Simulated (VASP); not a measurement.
Crystal: TaS2.

```
Ta S
1.0
     3.35000    0.00000    0.00000
    -1.67500    2.90119    0.00000
     0.00000    0.00000    5.86000
Ta S
1 2
Direct
  0.00000 0.00000 0.00000
  0.33333 0.66667 0.25000
  0.66667 0.33333 0.75000
```

* Program: VASP 6.6.1
* Task: relaxation of cell and atoms
* Functional: PBE
* Potentials or basis: VASP PAW PBE potentials, release 64 (Ta, S)
* Cutoff: 300 eV
* k mesh: 8 × 8 × 3
* Occupations: methfessel-paxton, width 0.1 eV
* Spin: no spin polarisation

At the start: pressure 8.5 GPa; volume 18.98 Å³/atom.

Task: How do energy, volume and symmetry change on relaxing?

Result: Over 18 steps the energy falls by 38.2 meV/atom and the volume is 20.36 Å³/atom (+7.2 %); space group P-3m1 (No. 164, to 0.05 Å).

Step by step:
| step | energy change (eV) | largest force (eV/Å) | pressure (GPa) | volume (Å³) |
| --- | --- | --- | --- | --- |
| 1 | 0.0000 | 1.2223 | 8.46 | 56.95 |
| 2 | 0.2352 | 1.7943 | -12.72 | 65.61 |
| 3 | -0.1003 | 0.0067 | -0.79 | 59.82 |
| 4 | -0.1005 | 0.0350 | -0.47 | 59.71 |
| 5 | -0.1089 | 0.0452 | -0.21 | 59.46 |
| 6 | -0.1103 | 0.0975 | -0.06 | 59.31 |
| 7 | -0.1108 | 0.0191 | 0.46 | 59.24 |
| 8 | -0.1108 | 0.0136 | 0.49 | 59.23 |
| 9 | -0.1112 | 0.0129 | 0.47 | 59.31 |
| 10 | -0.1121 | 0.0114 | 0.37 | 59.55 |
| 11 | -0.1135 | 0.0067 | 0.20 | 60.02 |
| 12 | -0.1145 | 0.0056 | -0.10 | 60.97 |
| 13 | -0.1145 | 0.0076 | -0.13 | 61.04 |
| 14 | -0.1147 | 0.0229 | 0.10 | 61.04 |
| 15 | -0.1147 | 0.0207 | 0.07 | 61.04 |
| 16 | -0.1147 | 0.0196 | 0.05 | 61.04 |
| 17 | -0.1147 | 0.0153 | -0.13 | 61.10 |
| 18 | -0.1147 | 0.0022 | -0.04 | 61.07 |

Final structure:
```cif
data_structure
_symmetry_space_group_name_H-M 'P 1'
_symmetry_Int_Tables_number 1
_cell_length_a 3.3626
_cell_length_b 3.3626
_cell_length_c 6.2371
_cell_angle_alpha 90.000
_cell_angle_beta 90.000
_cell_angle_gamma 120.000
_cell_volume 61.07
loop_
_atom_site_label
_atom_site_type_symbol
_atom_site_fract_x
_atom_site_fract_y
_atom_site_fract_z
_atom_site_occupancy
Ta1 Ta 0.00000 0.00000 0.00000 1
S1 S 0.33333 0.66667 0.24668 1
S2 S 0.66667 0.33333 0.75332 1
```

Caveat: the cutoff is under 1.25 times the usual one of these potentials, so pressure, stress and relaxed cells hold a basis-set (Pulay) error; this functional lacks dispersion, which binds the layers, so the pressure and a relaxed spacing across them are unreliable.
